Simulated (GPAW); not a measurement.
# FeO (Wuestite) (Fm-3m) in GPAW: further runs, part 2 of 3

GPAW 26.7.0. Earlier steps stand in the parts before.

**3. Band structure, RPBE, collinear spin, ferromagnetic start**

run.py reads:

```python
from ase.dft.bandgap import bandgap
from ase.io import read, write
from ase.units import GPa
from gpaw import GPAW, PW

atoms = read('FeO.xyz')
atoms.set_initial_magnetic_moments([3.0, 0.0])

calc = GPAW(mode=PW(800),
            xc='RPBE',
            kpts={'size': (9, 9, 9), 'gamma': True},
            occupations={'name': 'fermi-dirac', 'width': 0.05},
            nbands=17,
            convergence={'density': 1e-05, 'energy': 1e-05},
            maxiter=150,
            txt='gpaw.txt')
atoms.calc = calc
energy = atoms.get_potential_energy()
forces = atoms.get_forces()
stress = atoms.get_stress()
calc.write('gs.gpw')
write('result.traj', atoms)
print(f'Energy: {energy:.6f} eV')
print('Forces (eV/A):')
print(forces.round(4))
print('Stress (GPa):', (stress / GPa).round(3))
print('Moments:', calc.get_magnetic_moments().round(3))
print('Fermi level:', round(calc.get_fermi_level(), 4), 'eV')
print(f'Gap: {bandgap(calc)[0]:.4f} eV, direct: {bandgap(calc, direct=True)[0]:.4f} eV')

path = atoms.cell.bandpath('GXWKGLUWLK,UX', npoints=60, eps=1e-4)
bs_calc = calc.fixed_density(kpts=path, symmetry='off', nbands=26,
                             convergence={'bands': 'CBM+6.0', 'eigenstates': 1e-6}, txt='bands.txt')
bs = bs_calc.band_structure()
bs.write('bs.json')
print(f'Gap on the path: {bandgap(bs_calc)[0]:.4f} eV')
```

FeO.xyz reads:

```xyz
2
Lattice="0.0000000000 2.1554000000 2.1554000000 2.1554000000 0.0000000000 2.1554000000 2.1554000000 2.1554000000 0.0000000000" Properties=species:S:1:pos:R:3 pbc="T T T"
Fe     0.0000000000      0.0000000000      0.0000000000
O      2.1554000000      2.1554000000      2.1554000000
```

Potentials or basis: the program's PAW data sets (release 1.2.1) made for this functional, pw.

Started as:

```console
OMP_NUM_THREADS=1 python run.py
```

gpaw.txt:

```text
__  _  _
 | _ |_)|_||  |
 |__||  | ||/\| - 26.7.0

Input parameters:
  mode=PW(ecut=800.0),
  convergence={'density': 1e-05, 'energy': 1e-05},
  kpts=MonkhorstPack(size=(9, 9, 9), gamma=True),
  maxiter=150,
  nbands=17,
  occupations=Occupations(name='fermi-dirac', width=0.05),
  xc=XC(name='RPBE')

Diagonalizing LCAO Hamiltonian
Converting LCAO to pw mode

              O

       Fe

Atoms  # Å, Bohr magnetons
|   | symbol |        x |        y |        z |    initial magnetic moments |
|---|--------|----------|----------|----------|-----------------------------|
| 0 |     Fe | 0.000000 | 0.000000 | 0.000000 | ( 0.0000,  0.0000,  3.0000) |
| 1 |      O | 2.155400 | 2.155400 | 2.155400 | ( 0.0000,  0.0000,  0.0000) |

Unit cell  # Å
| periodic |        x |        y |        z |  lengths |    angles |
|----------|----------|----------|----------|----------|-----------|
|      yes | 0.000000 | 2.155400 | 2.155400 | 3.048196 | 60.000000 |
|      yes | 2.155400 | 0.000000 | 2.155400 | 3.048196 | 60.000000 |
|      yes | 2.155400 | 2.155400 | 0.000000 | 3.048196 | 60.000000 |

Number of symmetries: 48
Symmetry operations  # r_c * U_cc + t_c -> r_c
|    | kind |            matrix            |
|----|------|------------------------------|
|  0 |  σ   |  1, 0, 0,  1, 0,-1,  1,-1, 0 |
|  1 |  C2  |  1, 0, 0,  1,-1, 0,  1, 0,-1 |
|  2 |  E   |  1, 0, 0,  0, 1, 0,  0, 0, 1 |
|  3 |  σ   |  1, 0, 0,  0, 0, 1,  0, 1, 0 |
|  4 |  C4  |  1, 0,-1,  1, 0, 0,  1,-1, 0 |
|  5 |  S6  |  1, 0,-1,  1,-1, 0,  1, 0, 0 |
|  6 |  σ   |  1, 0,-1,  0, 1,-1,  0, 0,-1 |
|  7 |  C3  |  1, 0,-1,  0, 0,-1,  0, 1,-1 |
|  8 |  S6  |  1,-1, 0,  1, 0, 0,  1, 0,-1 |
|  9 |  C4  |  1,-1, 0,  1, 0,-1,  1, 0, 0 |
| 10 |  C3  |  1,-1, 0,  0,-1, 1,  0,-1, 0 |
| 11 |  σ   |  1,-1, 0,  0,-1, 0,  0,-1, 1 |
| 12 |  σ   |  0, 1, 0,  1, 0, 0,  0, 0, 1 |
| 13 |  C4  |  0, 1, 0,  0, 1,-1, -1, 1, 0 |
| 14 |  C3  |  0, 1, 0,  0, 0, 1,  1, 0, 0 |
| 15 |  S6  |  0, 1, 0, -1, 1, 0,  0, 1,-1 |
| 16 |  C2  |  0, 1,-1,  1, 0,-1,  0, 0,-1 |
| 17 |  σ   |  0, 1,-1,  0, 1, 0, -1, 1, 0 |
| 18 |  S4  |  0, 1,-1,  0, 0,-1,  1, 0,-1 |
| 19 |  C4  |  0, 1,-1, -1, 1, 0,  0, 1, 0 |
| 20 |  C3  |  0, 0, 1,  1, 0, 0,  0, 1, 0 |
| 21 |  σ   |  0, 0, 1,  0, 1, 0,  1, 0, 0 |
| 22 |  S6  |  0, 0, 1,  0,-1, 1, -1, 0, 1 |
| 23 |  C4  |  0, 0, 1, -1, 0, 1,  0,-1, 1 |
| 24 |  S4  |  0, 0,-1,  1, 0,-1,  0, 1,-1 |
| 25 |  C3  |  0, 0,-1,  0, 1,-1,  1, 0,-1 |
| 26 |  C2  |  0, 0,-1,  0,-1, 0, -1, 0, 0 |
| 27 |  S6  |  0, 0,-1, -1, 0, 0,  0,-1, 0 |
| 28 |  S4  |  0,-1, 1,  1,-1, 0,  0,-1, 0 |
| 29 |  C4  |  0,-1, 1,  0, 0, 1, -1, 0, 1 |
| 30 |  C2  |  0,-1, 1,  0,-1, 0,  1,-1, 0 |
| 31 |  σ   |  0,-1, 1, -1, 0, 1,  0, 0, 1 |
| 32 |  C3  |  0,-1, 0,  1,-1, 0,  0,-1, 1 |
| 33 |  S6  |  0,-1, 0,  0, 0,-1, -1, 0, 0 |
| 34 |  S4  |  0,-1, 0,  0,-1, 1,  1,-1, 0 |
| 35 |  C2  |  0,-1, 0, -1, 0, 0,  0, 0,-1 |
| 36 |  C2  | -1, 1, 0,  0, 1, 0,  0, 1,-1 |
| 37 |  S6  | -1, 1, 0,  0, 1,-1,  0, 1, 0 |
| 38 |  S4  | -1, 1, 0, -1, 0, 1, -1, 0, 0 |
| 39 |  C3  | -1, 1, 0, -1, 0, 0, -1, 0, 1 |
| 40 |  S6  | -1, 0, 1,  0, 0, 1,  0,-1, 1 |
| 41 |  C2  | -1, 0, 1,  0,-1, 1,  0, 0, 1 |
| 42 |  C3  | -1, 0, 1, -1, 1, 0, -1, 0, 0 |
| 43 |  S4  | -1, 0, 1, -1, 0, 0, -1, 1, 0 |
| 44 |  C2  | -1, 0, 0,  0, 0,-1,  0,-1, 0 |
| 45 |  i   | -1, 0, 0,  0,-1, 0,  0, 0,-1 |
| 46 |  σ   | -1, 0, 0, -1, 1, 0, -1, 0, 1 |
| 47 |  C2  | -1, 0, 0, -1, 0, 1, -1, 1, 0 |

BZ-sampling:
  Number of BZ points: 729
  Number of IBZ points: 35

  Monkhorst-Pack size: [9, 9, 9]
  Monkhorst-Pack shift: [0, 0, 0]

K-points  # in reciprocal-cell coordinates
|     |                                coordinates |     weight |
|-----|--------------------------------------------|------------|
|   0 | (  0.00000000,   0.00000000,   0.00000000) | 0.00137174 |
|   1 | (  0.11111111,   0.11111111,   0.00000000) | 0.00823045 |
|   2 | (  0.11111111,   0.11111111,   0.11111111) | 0.01097394 |
|   3 | (  0.22222222,   0.11111111,   0.11111111) | 0.01646091 |
|   4 | (  0.22222222,   0.22222222,   0.00000000) | 0.00823045 |
|   5 | (  0.22222222,   0.22222222,   0.11111111) | 0.03292181 |
|   6 | (  0.22222222,   0.22222222,   0.22222222) | 0.01097394 |
|   7 | (  0.33333333,   0.22222222,   0.11111111) | 0.03292181 |
|   8 | (  0.33333333,   0.22222222,   0.22222222) | 0.03292181 |
|   9 | (  0.33333333,   0.33333333,  -0.33333333) | 0.01646091 |
| ... |                                            |            |
|  34 | (  0.44444444,   0.44444444,   0.44444444) | 0.01097394 |

Plane wave coefficients: 1039
Cutoff: 800.0 eV

Spin-components: 2 (collinear spins)
Bands:           17
Projectors:      11
Spin-degeneracy: 1
Datatype:        complex128

Parallelization:
  kpt:    1
  domain: 1
  band:   1

Density:
  Valence electrons: 14.0
  Components: 2
  Grid points: [20 20 20]
  Charge: 0.0  # |e|

Potential:
  Grid points: [20 20 20]

species:
  Fe:
    name:    Iron
    Z:       26.0
    valence: 8
    core:    18
    charge:  0.0  # [|e|]
    compensation charges:
      type: gauss
      rc: 0.33  # [Å]
      lmax: 2
    cutoffs:
      filter: 2.06  # [Å]
      core: 2.67  # [Å]
    projectors
    | kind |    occ | energy [eV] | rcut [Å] |
    |------|--------|-------------|----------|
    |   4s |  2.000 |      -5.218 |    1.164 |
    |   4p |  0.000 |      -1.321 |    1.058 |
    |   3d |  6.000 |      -7.447 |    1.058 |
    |    s |        |      21.993 |    1.164 |
    |    p |        |      25.890 |    1.058 |
    |    d |        |      19.764 |    1.058 |

    Using partial waves for Fe as LCAO basis

  O:
    name:    Oxygen
    Z:       8.0
    valence: 6
    core:    2
    charge:  0.0  # [|e|]
    compensation charges:
      type: gauss
      rc: 0.21  # [Å]
      lmax: 2
    cutoffs:
      filter: 1.17  # [Å]
      core: 0.83  # [Å]
    projectors
    | kind |    occ | energy [eV] | rcut [Å] |
    |------|--------|-------------|----------|
    |   2s |  2.000 |     -24.041 |    0.688 |
    |   2p |  4.000 |      -8.984 |    0.598 |
    |    s |        |       3.170 |    0.688 |
    |    p |        |      18.228 |    0.598 |
    |    d |        |       0.000 |    0.619 |

    Using partial waves for O as LCAO basis

Reference energy: -36667.692683  # eV

eigensolver:
  PPCG
  Converge bands: occupied
  niter=2

density mixing:
  MSR1-Mixer
  Pratt-step length: 0.05
  Maximum mixing coefficient: 0.75
  Old densities: 10
  SVD Regularization: 0.005
  Good broyden scale: 1.0
  Trust region scale: 1.0
  Backstep threshold: 4.0
  History deletion threshold: 6.0
  Fourier metric: weight=20.0, sigma=0.015

occupation numbers:
  Fermi-Dirac:
    width: 0.0500  # eV

poisson solver:
  ecut: 6400.0  # eV

xc functional:
  name: RPBE with 2 nearest neighbor stencil

convergence criteria:
- Maximum integral of absolute [dens]ity change: 1e-05 electrons / valence electron
- Maximum [total energy] change in last 3 cyles: 1e-05 eV / valence electron
- Maximum integral of absolute [eigenst]ate change: 4e-08 eV^2 / valence electron
maximum number of iterations: 150

SCF iterations
|iter     | |      energy | eigst |  dens |  magmom |
|---------|-|-------------|-------|-------|---------|
|iter:   1| |  -15.596217 | -0.11 |       |  +3.0027|
|iter:   2| |  -15.372348 | -2.05 | -0.72 |  +3.0527|
|iter:   3| |  -15.056417 | -1.74 | -0.76 |  +3.6006|
|iter:   4| |  -15.109383 | -2.67 | -1.26 |  +3.8664|
|iter:   5| |  -15.121486 | -3.52 | -1.66 |  +4.0084|
|iter:   6| |  -15.121167 | -4.61 | -2.38 |  +4.0079|
|iter:   7| |  -15.121450 | -4.96 | -2.64 |  +4.0038|
|iter:   8| |  -15.121487 | -5.79 | -3.15 |  +4.0020|
|iter:   9| |  -15.121490c| -7.14 | -3.69 |  +4.0017|
|iter:  10| |  -15.121490c| -8.04c| -4.64 |  +4.0018|
|iter:  11| |  -15.121490c| -8.53c| -5.05c|  +4.0019|

Converged in 11 steps
Energy contributions relative to reference atoms: (reference = -36667.692683)

Energy contributions:
  Kinetic:          29.839336
  Coulomb:         -26.249340
  Zero:              0.244682
  External:          0.000000
  Xc:              -18.951036
  Entropy:          -0.010263
  Spinorbit:         0.000000
  ----------------------------
  Free energy:     -15.126621
  Extrapolated:    -15.121490

dipole moment: (-10.310153, -10.310153, -10.310153)  # |e|*Ang

Total magnetic moment: (0.000000, 0.000000, 4.001896)

Local magnetic moments
|        x |        y |        z |
|----------|----------|----------|
| 0.000000 | 0.000000 | 3.558331 |  # Fe   0
| 0.000000 | 0.000000 | 0.233541 |  # O    1

Fermi level: 9.455
Eigenvalues  # (at kpt = [0.000, 0.000, 0.000])
| band index |      eig [eV] | occ [0-1] |      eig [eV] | occ [0-1] |
|------------|---------------|-----------|---------------|-----------|
|          0 |       -11.473 |     1.000 |       -10.963 |     1.000 |
|          1 |         5.506 |     1.000 |         6.046 |     1.000 |
|          2 |         5.506 |     1.000 |         6.046 |     1.000 |
|          3 |         5.506 |     1.000 |         6.046 |     1.000 |
|          4 |         5.523 |     1.000 |         8.746 |     1.000 |
|          5 |         5.523 |     1.000 |         8.746 |     1.000 |
[... 9 lines left out ...]
|         15 |        29.988 |     0.000 |        31.720 |     0.000 |
|         16 |        29.988 |     0.000 |        31.720 |     0.000 |

No gap
No difference between direct/indirect transitions

Forces  # eV/Ang
|       x |        y |        z |
|---------|----------|----------|
| 0.00000 | -0.00000 | -0.00000 |  # Fe   0
| 0.00000 |  0.00000 |  0.00000 |  # O    1

Stress tensor  # eV/Ang^3
|         x |         y |         z |
|-----------|-----------|-----------|
| -0.041849 |  0.000000 |  0.000000 |
|  0.000000 | -0.041849 |  0.000000 |
|  0.000000 |  0.000000 | -0.041849 |

# Writing to gs.gpw (mode='')
```

Wall time 37 s (1 thread of Arm Neoverse V2, shared host); peak memory 0.25 GiB.

What came out:

```yaml
Free_energy: -15.1266 eV
Pressure: 6.7 GPa
Band_gap_along_the_path: none (metal or under the smearing width)
Net_moment: 4.00 μB per cell
Site_moments: Fe +3.56; O +0.23 μB
```

Levels at the corners of the path, in eV from the Fermi level:
Spin up:
```tsv
point	band 5	band 6	band 7	band 8	band 9	band 10
Γ	-3.93	-3.93	-3.93	-3.73	-3.73	-0.04
X	-4.85	-3.34	-2.86	-2.84	-2.84	5.19
W	-3.08	-3.08	-2.98	-2.84	-1.78	7.37
K	-3.72	-2.98	-2.70	-2.53	-1.77	6.69
Γ	-3.93	-3.93	-3.93	-3.73	-3.73	-0.04
L	-3.11	-3.11	-2.55	-0.40	-0.40	3.96
U	-3.72	-2.98	-2.70	-2.53	-1.77	6.69
W	-3.08	-3.08	-2.98	-2.84	-1.78	7.37
L	-3.11	-3.11	-2.55	-0.40	-0.40	3.96
K	-3.72	-2.98	-2.70	-2.53	-1.77	6.69
U	-3.72	-2.98	-2.70	-2.53	-1.77	6.69
X	-4.85	-3.34	-2.86	-2.84	-2.84	5.19
```
Spin down:
| point | band 3 | band 4 | band 5 | band 6 | band 7 | band 8 |
| --- | --- | --- | --- | --- | --- | --- |
| Γ | -3.41 | -3.41 | -0.71 | -0.71 | -0.71 | 0.28 |
| X | -4.59 | -4.59 | -2.12 | 0.79 | 0.79 | 0.84 |
| W | -6.26 | -5.64 | -0.03 | -0.03 | 0.80 | 1.15 |
| K | -6.25 | -4.97 | -0.80 | 0.61 | 0.70 | 1.39 |
| Γ | -3.41 | -3.41 | -0.71 | -0.71 | -0.71 | 0.28 |
| L | -5.24 | -5.24 | 0.44 | 0.44 | 0.63 | 2.86 |
| U | -6.25 | -4.97 | -0.80 | 0.61 | 0.70 | 1.39 |
| W | -6.26 | -5.64 | -0.03 | -0.03 | 0.80 | 1.15 |
| L | -5.24 | -5.24 | 0.44 | 0.44 | 0.63 | 2.86 |
| K | -6.25 | -4.97 | -0.80 | 0.61 | 0.70 | 1.39 |
| U | -6.25 | -4.97 | -0.80 | 0.61 | 0.70 | 1.39 |
| X | -4.59 | -4.59 | -2.12 | 0.79 | 0.79 | 0.84 |

Caveat: a cell with one magnetic atom can't hold antiferromagnetic order, which such compounds often take; semilocal functionals often make such compounds metallic where correlation or magnetic order opens a gap, which also shifts bond lengths.

(Part 2 of 3 ends here.)
